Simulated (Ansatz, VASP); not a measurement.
# Two plane-wave programs on Ti4H

```
CELL_PARAMETERS angstrom
3.25534 0.00000 0.00000
0.00000 3.25534 0.00000
0.00000 0.00000 20.17937
ATOMIC_POSITIONS crystal
Ti 0.50000 0.50000 0.19822
Ti 0.00000 0.00000 0.27888
Ti 0.50000 0.50000 0.35519
Ti 0.00000 0.00000 0.43011
H 0.37500 0.50000 0.45066
```

Alike in both runs: functional PBE; k mesh 8 × 8 × 1; occupations gaussian, width 0.1 eV; no spin polarisation.

Ansatz relaxed the structure, and its values are those at the end. VASP's run is a single point on that final structure, the one shown.

```csv
,VASP,Ansatz
version,VASP 6.6.1,Ansatz 0.2.0
potentials or method,"VASP PAW PBE potentials, release 64 (Ti_sv, H)","scalar-relativistic, plane waves, PAW"
plane-wave cutoff (eV),520,420
valence electrons in the cell,49,49
```

```tsv
	VASP	Ansatz	Ansatz less VASP
gap on the k mesh at the Fermi level (eV)	none	none	-
rms of the force components (eV/Å)	0.246	0.247	+0.0003
```

A gap of «none» marks a metal or a gap that the smearing closes. Ansatz warned: «vacuum_below_fermi».
